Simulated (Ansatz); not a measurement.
Runs of Ansatz 0.2.0 on MnO2. The structure is trigonal, space group R-3m (No. 166). The conventional cell has a = 2.857 Å, b = 2.857 Å, c = 13.752 Å, α = 90.00°, β = 90.00°, γ = 120.00°. Mn (site symmetry -3m) is surrounded by 6 O at 1.90 Å. Around O (site symmetry 3m) lie 3 Mn at 1.90 Å. Measurements of this composition are mostly on another form, of space group No. 136.

| potentials or basis | cutoff (eV) | basis error allowed | gap on the mesh (eV) | pressure (GPa) | moment (μB) | largest force (eV/Å) |
| --- | --- | --- | --- | --- | --- | --- |
| all-electron LAPW, non-relativistic | 418 | 0.002 eV/atom | 0.75 | (a) | 3.00 | 0.07 |
| all-electron LAPW, scalar-relativistic | 418 | 0.002 eV/atom | 0.78 | -2.0 | 3.00 | 0.16 |
| all-electron PAW datasets made for the crystal | 520 | - | 0.78 | -2.0 | 3.00 | 0.16 |
| all-electron LAPW, inner shells corrected to Dirac's equation | 418 | 0.002 eV/atom | 0.78 | -2.0 | 3.00 | 0.16 |

Alike in all rows: task band structure; level PBEsol; spin collinear, ferromagnetic start; cell as given; k mesh 11 × 11 × 11; smearing fermi-dirac 0.05 eV.

**Question.** Estimate the missing entries.

**Answer.** (a) -0.8.

Caveats: a cell with one magnetic atom can't hold antiferromagnetic order, which such compounds often take.

A k mesh can miss the band edges.

The runs don't all hold the same shells in valence.
